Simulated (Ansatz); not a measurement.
The system is SiO2.

```xyz
12
Lattice="-4.4720 4.4720 2.6118 4.4720 -4.4720 2.6118 4.4720 4.4720 -2.6118" Properties=species:S:1:pos:R:3 pbc="T T T"
Si    2.8899    2.8899    2.6118
Si    2.8899   -2.8899    2.6118
Si   -2.8899    2.8899    2.6118
Si    1.5821    1.5821    0.0000
O     7.0788    0.0000    0.0000
O     0.0000    1.8653    0.0000
O     0.0000    7.0788    0.0000
O     1.8653    0.0000    0.0000
O     2.2360    2.2360   -1.3059
O    -2.2360    2.2360    1.3059
O     2.2360   -2.2360    1.3059
O     2.2360    2.2360    1.3059
```

The cell comes from a database or a generator and needn't be the stable form of this composition.

* Program: Ansatz 0.2.0
* Task: relaxation of cell and atoms
* Functional: PBE
* Potentials or basis: Ansatz PAW
* Cutoff: 420 eV (not typed: the program's choice for these potentials)
* k mesh: 6 × 6 × 6
* Occupations: fermi-dirac, width 0.05 eV
* Spin: no spin polarisation

At the start: volume 17.41 Å³/atom.

Question: Where does the relaxation end?

Answer: It ends after 9 steps and the volume is 17.83 Å³/atom (+2.4 %); space group I4/mmm (No. 139, to 0.05 Å).

Step by step:
| step | energy change (eV) | largest force (eV/Å) | volume (Å³) |
| --- | --- | --- | --- |
| 1 | 0.0000 | 0.2161 | 208.93 |
| 2 | -0.0353 | 0.1433 | 211.35 |
| 3 | -0.0441 | 0.0563 | 213.87 |
| 4 | -0.0444 | 0.0495 | 213.85 |
| 5 | -0.0446 | 0.0205 | 213.88 |
| 6 | -0.0450 | 0.0010 | 213.78 |
| 7 | -0.0605 | 0.0010 | 213.78 |
| 8 | -0.0600 | 0.0023 | 214.01 |
| 9 | -0.0604 | 0.0022 | 214.01 |

Final structure:
```xyz
12
Lattice="-4.5049 4.5049 2.6363 4.5049 -4.5049 2.6363 4.5049 4.5049 -2.6363" Properties=species:S:1:pos:R:3 pbc="T T T"
Si    2.9108    2.9108    2.6363
Si    2.9108   -2.9108    2.6363
Si   -2.9108    2.9108    2.6363
Si    1.5941    1.5941    0.0000
O     7.1226    0.0000    0.0000
O     0.0000    1.8873    0.0000
O     0.0000    7.1226    0.0000
O     1.8873    0.0000    0.0000
O     2.2525    2.2525   -1.3182
O    -2.2525    2.2525    1.3182
O     2.2525   -2.2525    1.3182
O     2.2525    2.2525    1.3182
```

Caveat: the plane-wave basis is chosen anew once the cell has moved, so the energies of steps on either side of that aren't comparable; the pressure holds a Pulay correction of +0.4 GPa for the finite cutoff.
